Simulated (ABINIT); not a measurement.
# TiC (Fm-3m) in ABINIT: a series of runs, part 2 of 2

ABINIT 10.8.3 (patched build). Earlier steps stand in the parts before.

**3. Relaxation of cell and atoms, LDA**

The input, run.abi:

```
pp_dirpath "./"
pseudos "Ti.upf, C.upf"

acell 3*1.0
rprim
     0.0000000000     4.0926154775     4.0926154775
     4.0926154775     0.0000000000     4.0926154775
     4.0926154775     4.0926154775     0.0000000000
ntypat 2
znucl 22 6
natom 2
typat 1 2
chkprim 0
chksymtnons 0
tolsym 1.0e-6
xred
            0.0            0.0            0.0
            1/2            1/2            1/2

ecut 42.0
ecutsm 0.5

kptopt 1
ngkpt 8 8 8
nshiftk 1
shiftk 0.0 0.0 0.0

ixc 7

nband 12
occopt 3
tsmear 0.05 eV

nstep 80
tolvrs 1.0e-12

iomode 3
prteig 0
prtebands 0
prtwf 0
prtden 0

ionmov 2
optcell 2
ntime 50
tolmxf 2.0e-5
dilatmx 1.08
```

Potentials or basis: PseudoDojo NC SR LDA v0.4.1 standard.

Launch:

```console
$ abinit run.abi > log 2>&1
```

run.abo:

```text
.Version 10.8.3 of ABINIT
 Symmetries : space group Fm -3 m (#225); Bravais cF (face-center cubic)
================================================================================
 Values of the parameters that define the memory need of the present run
     intxc =       0    ionmov =       2      iscf =       7    lmnmax =       6
     lnmax =       6     mgfft =      40  mpssoang =       3    mqgrid =    3001
     natom =       2  nloc_mem =       1    nspden =       1   nspinor =       1
    nsppol =       1      nsym =      48    n1xccc =    2501    ntypat =       2
    occopt =       3   xclevel =       1
       mpw =        2269          nfft =       64000          nkpt =          29
================================================================================
================================================================================

--------------------------------------------------------------------------------
------------- Echo of variables that govern the present computation ------------
--------------------------------------------------------------------------------
 -outvars: echo values of preprocessed input variables --------
            acell      1.0000000000E+00  1.0000000000E+00  1.0000000000E+00 Bohr
              amu      4.78800000E+01  1.20110000E+01
          chkprim           0
      chksymtnons           0
          dilatmx      1.08000000E+00
             ecut      4.20000000E+01 Hartree
           ecutsm      5.00000000E-01 Hartree
           ionmov           2
              ixc           7
         kptrlatt        8    0    0      0    8    0      0    0    8
          kptrlen      4.63026585E+01
            natom           2
            nband          12
            ngfft          40      40      40
             nkpt          29
            nstep          80
             nsym          48
            ntime          50
           ntypat           2
           occopt           3
          optcell           2
           prtden           0
        prtebands           0
           prteig           0
            prtwf           0
            rprim      0.0000000000E+00  4.0926154775E+00  4.0926154775E+00
                       4.0926154775E+00  0.0000000000E+00  4.0926154775E+00
                       4.0926154775E+00  4.0926154775E+00  0.0000000000E+00
          spgroup         225
           tolmxf      2.00000000E-05
           tolsym      1.00000000E-06
           tolvrs      1.00000000E-12
           tsmear      1.83746611E-03 Hartree
            typat      1  2
           xangst      0.0000000000E+00  0.0000000000E+00  0.0000000000E+00
                       2.1657188422E+00  2.1657188422E+00  2.1657188422E+00
            xcart      0.0000000000E+00  0.0000000000E+00  0.0000000000E+00
                       4.0926154775E+00  4.0926154775E+00  4.0926154775E+00
             xred      0.0000000000E+00  0.0000000000E+00  0.0000000000E+00
                       5.0000000000E-01  5.0000000000E-01  5.0000000000E-01
            znucl       22.00000    6.00000

================================================================================

 chkinp: Checking input parameters for consistency.

================================================================================
== DATASET  1 ==================================================================

--- !DatasetInfo
iteration_state: {dtset: 1, }
dimensions: {natom: 2, nkpt: 29, mband: 12, nsppol: 1, nspinor: 1, nspden: 1, mpw: 2269, }
cutoff_energies: {ecut:  42.0, pawecutdg:  -1.0, }
electrons: {nelect:   1.60000000E+01, charge:   0.00000000E+00, occopt:   3.00000000E+00, tsmear:   1.83746611E-03, }
[... 19 lines left out ...]
  22.00000  12.00000  180309                  znucl, zion, pspdat
12 -1012 2 -1 1568                            pspcod,pspxc,lmax,lloc,mmax
     nproj     2     2     2

- pspini: atom type   2  psp file is ./C.upf
   6.00000   4.00000  180309                  znucl, zion, pspdat
12 -1012 1 -1 1234                            pspcod,pspxc,lmax,lloc,mmax
     nproj     2     2     0

   3.07114594E+02                                ecore*ucvol(ha*bohr**3)
--------------------------------------------------------------------------------

================================================================================

=== [ionmov= 2] Broyden-Fletcher-Goldfarb-Shanno method (forces)
================================================================================

--- Iteration: ( 1/50) Internal Cycle: (1/1)
--------------------------------------------------------------------------------

---SELF-CONSISTENT-FIELD CONVERGENCE--------------------------------------------
[... 391 lines left out ...]
 Difference of energy with previous step (new-old):
           Absolute (Ha)=-2.13608E-07
           Relative     =-3.26376E-09

 At Broyd/MD step   4, gradients are converged :
  max grad (force/stress) = 7.7497E-06 < tolmxf= 2.0000E-05 ha/bohr (free atoms)

================================================================================

 ----iterations are completed or convergence reached----

 Mean square residual over all n,k,spin=   60.877E-09; max=  17.479E-06
 reduced coordinates (array xred) for    2 atoms
       0.000000000000      0.000000000000      0.000000000000
       0.500000000000      0.500000000000      0.500000000000
 rms dE/dt=  0.0000E+00; max dE/dt=  0.0000E+00; dE/dt below (all hartree)
    1       0.000000000000      0.000000000000      0.000000000000
    2       0.000000000000      0.000000000000      0.000000000000

 cartesian coordinates (angstrom) at end:
    1      0.00000000000000     0.00000000000000     0.00000000000000
    2      2.13150277102351     2.13150277102351     2.13150277102351

 cartesian forces (hartree/bohr) at end:
    1     -0.00000000000000    -0.00000000000000    -0.00000000000000
    2     -0.00000000000000    -0.00000000000000    -0.00000000000000
 frms,max,avg= 0.0000000E+00 0.0000000E+00   0.000E+00  0.000E+00  0.000E+00 h/b

 cartesian forces (eV/Angstrom) at end:
    1     -0.00000000000000    -0.00000000000000    -0.00000000000000
    2     -0.00000000000000    -0.00000000000000    -0.00000000000000
 frms,max,avg= 0.0000000E+00 0.0000000E+00   0.000E+00  0.000E+00  0.000E+00 e/A
 length scales=  5.696390673964  5.696390673964  5.696390673964 bohr
              =  3.014400127017  3.014400127017  3.014400127017 angstroms
 Fermi (or HOMO) energy (hartree) =   0.41214   Average Vxc (hartree)=  -0.49153
 Eigenvalues (hartree) for nkpt=  29  k points:
 kpt#   1, nband= 12, wtk=  0.00195, kpt=  0.0000  0.0000  0.0000 (reduced coord)
  -1.63786   -0.76759   -0.76759   -0.76759   -0.04352    0.43815    0.43815    0.43815
   0.47824    0.47824    0.47825    0.48171
      occupation numbers for kpt#   1
   2.00000    2.00000    2.00000    2.00000    2.00000    0.00000    0.00000    0.00000
   0.00000    0.00000    0.00000    0.00000
 prteigrs : prtvol=0 or 1, do not print more k-points.

--- !EnergyTerms
iteration_state     : {dtset: 1, itime: 4, icycle: 1, }
comment             : Components of total free energy in Hartree
kinetic             :  2.74289477568748E+01
hartree             :  1.10932887073223E+01
xc                  : -1.08221310262418E+01
Ewald energy        : -5.20234202036217E+01
psp_core            :  2.34972020824440E+00
local_psp           : -4.37004906338555E+01
non_local_psp       :  2.25813336560232E-01
internal            : -6.54482718547173E+01
'-kT*entropy'       : -9.70442942714737E-05
total_energy        : -6.54483688990116E+01
total_energy_eV     : -1.78094084528046E+03
band_energy         : -5.96931983799914E+00
...

 Cartesian components of stress tensor (hartree/bohr^3)
  sigma(1 1)=  7.74969101E-08  sigma(3 2)=  0.00000000E+00
  sigma(2 2)=  7.74969101E-08  sigma(3 1)=  0.00000000E+00
  sigma(3 3)=  7.74969101E-08  sigma(2 1)=  0.00000000E+00

-Cartesian components of stress tensor (GPa)         [Pressure= -2.2800E-03 GPa]
- sigma(1 1)=  2.28003781E-03  sigma(3 2)=  0.00000000E+00
- sigma(2 2)=  2.28003781E-03  sigma(3 1)=  0.00000000E+00
- sigma(3 3)=  2.28003781E-03  sigma(2 1)=  0.00000000E+00

== END DATASET(S) ==============================================================
================================================================================

 -outvars: echo values of variables after computation  --------
            acell      5.6963906740E+00  5.6963906740E+00  5.6963906740E+00 Bohr
           etotal     -6.5448368899E+01
            fcart     -0.0000000000E+00 -0.0000000000E+00 -0.0000000000E+00
                      -0.0000000000E+00 -0.0000000000E+00 -0.0000000000E+00
            rprim      0.0000000000E+00  7.0710678119E-01  7.0710678119E-01
                       7.0710678119E-01  0.0000000000E+00  7.0710678119E-01
                       7.0710678119E-01  7.0710678119E-01  0.0000000000E+00
           strten      7.7496910098E-08  7.7496910108E-08  7.7496910098E-08
                       0.0000000000E+00  0.0000000000E+00  0.0000000000E+00
           xangst      0.0000000000E+00  0.0000000000E+00  0.0000000000E+00
                       2.1315027710E+00  2.1315027710E+00  2.1315027710E+00
             xred      0.0000000000E+00  0.0000000000E+00  0.0000000000E+00
                       5.0000000000E-01  5.0000000000E-01  5.0000000000E-01
 Calculation completed.
```

Wall time 1.9 min (1 thread of Arm Neoverse V1, shared host); peak memory 0.08 GiB.

What came out:

```yaml
Free_energy: -1780.9408 eV
Relaxed_volume: 9.68 Å³/atom
Relaxed_cell: a = 3.014 Å, b = 3.014 Å, c = 3.014 Å, α = 60.00°, β = 60.00°, γ = 60.00°
Space_group_after_relaxing_to_0.05_Å: Fm-3m (No. 225)
Energy_gained_by_relaxing: 18.9 meV/atom
Ionic_steps: 4
Pressure_after_relaxing: 0.0 GPa
Band_gap_on_the_k_mesh: none (metal or under the smearing width)
```

Step by step:
```csv
step,energy change (eV),largest force (eV/Å),pressure (GPa),volume (Å³)
1,0.0000,0.0000,-12.25,20.32
2,-0.0360,0.0000,-2.79,19.56
3,-0.0377,0.0000,0.16,19.36
4,-0.0377,0.0000,0.00,19.37
```

Final structure:
```cif
data_structure
_symmetry_space_group_name_H-M 'P 1'
_symmetry_Int_Tables_number 1
_cell_length_a 3.0144
_cell_length_b 3.0144
_cell_length_c 3.0144
_cell_angle_alpha 60.000
_cell_angle_beta 60.000
_cell_angle_gamma 60.000
_cell_volume 19.37
loop_
_atom_site_label
_atom_site_type_symbol
_atom_site_fract_x
_atom_site_fract_y
_atom_site_fract_z
_atom_site_occupancy
Ti1 Ti 0.00000 0.00000 0.00000 1
C1 C 0.50000 0.50000 0.50000 1
```
